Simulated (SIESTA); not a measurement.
MgS (Niningerite):

```
S Mg
1.0
     0.00000    2.60165    2.60165
     2.60165    0.00000    2.60165
     2.60165    2.60165    0.00000
S Mg
1 1
Direct
  0.50000 0.50000 0.50000
  0.00000 0.00000 0.00000
```

Base run:

| Quantity | Value |
| --- | --- |
| Program | SIESTA 5.4.2 |
| Functional | LDA |
| Potentials or basis | PseudoDojo 0.4 standard (LDA files) |
| Basis | DZP (energy shift 0.003 Ry; two zetas on semicore shells) |
| Grid cutoff | 800 Ry |
| Energy shift | 0.003 Ry |
| k mesh | 9 × 9 × 9 |
| Occupations | fermi-dirac, width 0.05 eV |
| Spin | no spin polarisation |

Its results: band gap on the k mesh 2.63 eV, indirect (least direct gap 3.57 eV); pressure -0.9 GPa.

Task: The run is repeated on the same cell with these changes: functional from LDA to PBE; potentials or basis from PseudoDojo 0.4 standard (LDA files) to PseudoDojo 0.4 standard (PBE files). What comes out?

Result: Band gap on the k mesh 2.85 eV, indirect (least direct gap 3.77 eV); pressure 3.4 GPa.

Caveats: the mesh misses the band edges, which the band path finds closer together; the basis of atomic orbitals isn't converged, which shifts pressures, moduli and gaps.
